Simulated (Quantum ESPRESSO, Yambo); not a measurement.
An input for Yambo 5.3.0 (TePb (Fm-3m)):

```
HF_and_locXC
gw0
dyson
ppa
em1d
rim_cut
RandQpts= 1000000
RandGvec= 1 RL
EXXRLvcs= 68 Ry
VXCRLvcs= 272 Ry
Chimod= "HARTREE"
% BndsRnXp
 1 | 69 |
%
NGsBlkXp= 5.5 Ry
% LongDrXp
 1 | 1 | 1 |
%
% GbndRnge
 1 | 69 |
%
DysSolver= "n"
ExtendOut
PPAPntXp= 27.21138 eV
% QPkrange
 3 | 3 | 14 | 17 |
 1 | 1 | 14 | 17 |
%
```

```sh
OMP_NUM_THREADS=1 mpirun -n 4 yambo -F gw1.in -J gw1 -C gw1 > gw1.log
```

The stored states that it reads are on a 4×4×4 mesh. It takes space group Fm-3m (No. 225, cubic). The conventional cell has a = 6.462 Å, b = 6.462 Å, c = 6.462 Å, α = 90.00°, β = 90.00°, γ = 90.00°. Nearest to Te lie 6 Pb at 3.23 Å. Pb has 6 Te at 3.23 Å nearest. Farther neighbours and most contacts between anions are not listed.

**Question.** How long will it take on 4 MPI ranks of Arm Neoverse V1, shared host, and how much memory?

It took 38 s; on shared hardware allow 19 s to 76 s. Peak host memory was 1.6 GiB.

The screening grows as filled bands × empty bands × pairs of k points, times the square of the screening basis for the matrix.

[Paths, hosts, dates, memory and timing lines, banners, echoed tables and standing remarks are left out of the program output.]

[Logs are printed without paths, hosts, clocks, repeated set-up lines and the standing remarks that a program may print on its own settings, such as how far it seeks lower states.]

[Runs of the session that timed out or met a known fault of the program may be left out.]

[Hosts, paths, dates, database ids (printed as entryN), source tags and the programs' standing remarks are cut or masked in the printed files.]
